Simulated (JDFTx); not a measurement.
## SnSe under changes of volume

One of the cells (27.271 Å³/atom); the others are scaled copies at fixed shape and fractional positions:

```
Sn Se
1.0
     0.00000    3.01000    3.01000
     3.01000    0.00000    3.01000
     3.01000    3.01000    0.00000
Sn Se
1 1
Cartesian
  0.0000 0.0000 0.0000
  3.0100 3.0100 3.0100
```

Measurements of this composition are mostly on another form, of space group No. 62.

| Quantity | Value |
| --- | --- |
| Program | JDFTx 1.7.0 (patched build) |
| Functional | PBE |
| Potentials or basis | PseudoDojo-SR-PBE-0.5-standard |
| Cutoff | 1170 eV |
| Density cutoff | 4680 eV |
| k mesh | 8 × 8 × 8 |
| Occupations | fermi-dirac, width 0.05 eV |
| Spin | no spin polarisation |

```tsv
volume (Å³/atom)	energy over the lowest point (meV/atom)	pressure (GPa)	gap on the mesh (eV)
25.635	29.01	4.7	0.75
26.180	15.50	3.3	0.73
26.725	?	?	?
27.271	1.42	0.9	0.58
27.816	0.00	-0.1	0.49
28.362	1.80	-1.0	0.41
28.907	6.53	-1.8	0.34
```

**Question.** What does the run at 26.725 Å³/atom give?

**Answer.** Energy over the lowest point 6.45 meV/atom; pressure 2.0 GPa; gap on the mesh 0.67 eV.

Worked out: A Birch-Murnaghan fit of order 3 (a polynomial in V^(-2/3)) to the other rows has its minimum at 27.77 Å³/atom with B0 = V·E''(V) = 49 GPa and B' = 4.4. It gives 6.46 meV/atom at 26.725 Å³/atom, against the run's 6.45, and -dE/dV = 2.0 GPa, against 2.0. A parabola through the other rows of the gap, of slope -3.23 eV per unit of ln V there, gives 0.65 eV, against the run's 0.67.

Energies are extrapolated to zero smearing.

Caveats: the empty levels aren't tightly converged; spin-orbit coupling is left out, which moves the levels of the heavy elements.

A mesh can miss the band edges.
